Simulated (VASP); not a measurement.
LiF (Griceite), 2 atoms in the cell. It takes space group Fm-3m (No. 225, cubic). Conventional cell: a = 4.028 Å, b = 4.028 Å, c = 4.028 Å, α = 90.00°, β = 90.00°, γ = 90.00°. F (site symmetry m-3m) has 6 Li at 2.01 Å as nearest neighbours. Li (site symmetry m-3m) is surrounded by 6 F at 2.01 Å. 

- Program: VASP 6.6.1
- Task: band structure
- Functional: r2SCAN-EpsX
- Potentials or basis: VASP PAW PBE potentials, release 64 (F, Li_sv)
- Cutoff: 520 eV
- k mesh: 8 × 8 × 8
- Occupations: gaussian, width 0.02 eV
- Spin: no spin polarisation
- Ladder: gaps
- Grid for exact exchange (PRECFOCK): Fast
- Exchange at q = 0: truncated
- Share of exact exchange: 0.4861
- Further INCAR settings: ALGO = Normal; EDIFF = 1e-06

Potentials or basis: VASP PAW PBE potentials, release 64 (F, Li_sv).

Command:

```sh
$ cat potpaw_PBE.64/F/POTCAR potpaw_PBE.64/Li_sv/POTCAR > POTCAR
$ cp INCAR.step1 INCAR
$ cp KPOINTS.step1 KPOINTS
$ mpirun -np 4 vasp_std > vasp.out
$ cp INCAR.step2 INCAR
$ cp KPOINTS.step2 KPOINTS
$ mpirun -np 4 vasp_std > vasp.out
$ cp INCAR.step3 INCAR
$ cp KPOINTS.step3 KPOINTS
$ mpirun -np 4 vasp_std > vasp.out
```

Hardware: 4 MPI ranks on AMD EPYC 9R45 96-Core Processor (Zen 5) (shared host).

Question: Estimate the wall time of this run.

Answer: It took 8.4 min on 4 MPI ranks on AMD EPYC 9R45 96-Core Processor (Zen 5), with other jobs on the host, peak memory 0.18 GiB a rank. Counts: scf iterations 46, k points 29.
